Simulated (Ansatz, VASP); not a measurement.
Si: VASP beside Ansatz

```
Si
1.0
     0.00000    2.77830    2.49102
     2.77830    0.00000    2.49102
     2.77830    2.77830    0.00000
Si
2
Direct
  0.50000 0.50000 0.50000
  0.75000 0.75000 0.75000
```

Alike in both runs: task single point; functional LDA; k mesh 12 × 12 × 12; occupations gaussian, width 0.05 eV; no spin polarisation.

```csv
,VASP,Ansatz
version,VASP 6.6.1,Ansatz 0.2.0
potentials or method,"VASP PAW LDA potentials, release 64 (Si)","scalar-relativistic, plane waves, PAW"
plane-wave cutoff (eV),520,420
valence electrons in the cell,8,8
```

VASP gave:

* gap on the k mesh at the Fermi level (eV): none
* pressure (GPa): 1.9
* largest component of the traceless stress (GPa): 5.11

**Question.** What did Ansatz give for the same quantities?

**Answer.** gap on the k mesh at the Fermi level (eV): none; pressure (GPa): 1.9; largest component of the traceless stress (GPa): 5.12.

A gap of «none» marks a metal or a gap that the smearing closes. Ansatz warned: «pseudo_functional_mismatch».
